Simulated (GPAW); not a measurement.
Crystal: Sn.

```
Sn
1.0
    -2.94014    2.94014    1.59930
     2.94014   -2.94014    1.59930
     2.94014    2.94014   -1.59930
Sn
2
Cartesian
  0.0000 0.0000 0.0000
  0.0000 2.9401 0.7997
```

Base run:

```yaml
Program: GPAW 26.7.0
Functional: revPBE
Potentials_or_basis: the program's PAW data sets (release 1.2.1) made for this functional
Cutoff: 600 eV
Basis: pw
k_mesh: 9 × 9 × 9
Occupations: fermi-dirac, width 0.05 eV
Spin: no spin polarisation
```

Its results: pressure 2.2 GPa.

Question: The run is repeated on the same cell with these changes: functional from revPBE to RPBE; band points from 60 to 80. What comes out?

Answer: Pressure 2.6 GPa.
